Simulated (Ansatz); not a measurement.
A (001) slab of relaxed bulk NaF (Fm-3m, 12.97 Å³/atom, gap on the mesh 6.09 eV), 3 planes in a 4×1 cell with the lowest 1 held; added atoms sit on lattice sites of the next plane. A dipole correction is on. The surface energy is the mean of the held and the free face; step energies are per length and the mean of the stripe's two steps, which run along the shortest translation of the plane; step and island energies count from the flat slab and bulk atoms.

These are results of DFT PBE, scalar-relativistic, plane waves, PAW in Ansatz 0.2.0, not measurements.

Cutoff 420 eV, Gaussian smearing of 0.05 eV, energies at zero smearing, symmetry of each start kept, no spin polarisation.

```tsv
start	atoms	k mesh	surface energy (J/m²)	gap on the mesh (eV)	step energy (meV/Å)
flat slab	24	2×8×1	0.27	5.52	-
stripe of 4 atoms	28	2×8×1	-	2.75	204
```

Cost: 2 runs of about 31 core-minutes in all, on Arm Neoverse V2 (shared hosts).